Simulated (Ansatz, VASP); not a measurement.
One calculation of SrTiO3, two programs

```
CELL_PARAMETERS angstrom
3.89138 0.00000 0.00000
0.00000 3.89138 0.00000
0.00000 0.00000 3.89138
ATOMIC_POSITIONS crystal
Sr 0.00541 0.00000 0.00000
Ti 0.51337 0.50000 0.50000
O 0.97816 0.50000 0.50000
O 0.47610 0.00000 0.50000
O 0.47610 0.50000 0.00000
```

Change from the starting cell: mode 1 frozen in at -0.093 Å and mode 7 at +0.000 Å (largest displacements).

Alike in both runs: task single point; functional PBEsol; k mesh 8 × 8 × 8; occupations gaussian, width 0.05 eV; no spin polarisation.

```csv
,VASP,Ansatz
version,VASP 6.6.1,Ansatz 0.2.0
potentials or method,"VASP PAW PBE potentials, release 64 (Sr_sv, Ti_sv, O)","scalar-relativistic, plane waves, PAW"
plane-wave cutoff (eV),520,520
valence electrons in the cell,40,40
```

|  | VASP | Ansatz | Ansatz less VASP |
| --- | --- | --- | --- |
| gap on the k mesh at the Fermi level (eV) | 1.88 | 1.92 | +0.039 |
| least direct gap on the mesh (eV) | 2.43 | 2.45 | +0.021 |
| pressure (GPa) | 2.0 | 1.3 | -0.68 |
| largest component of the traceless stress (GPa) | 2.66 | 2.58 | -0.079 |
| rms of the force components (eV/Å) | 0.191 | 0.170 | -0.0207 |

Atom by atom the forces differ by 0.022 eV/Å (rms over components). Ansatz warned: «pseudo_functional_mismatch».

Caveats: the PAW data sets were made with another functional, which shifts forces and pressure a little (VASP). A k mesh can miss the band edges.
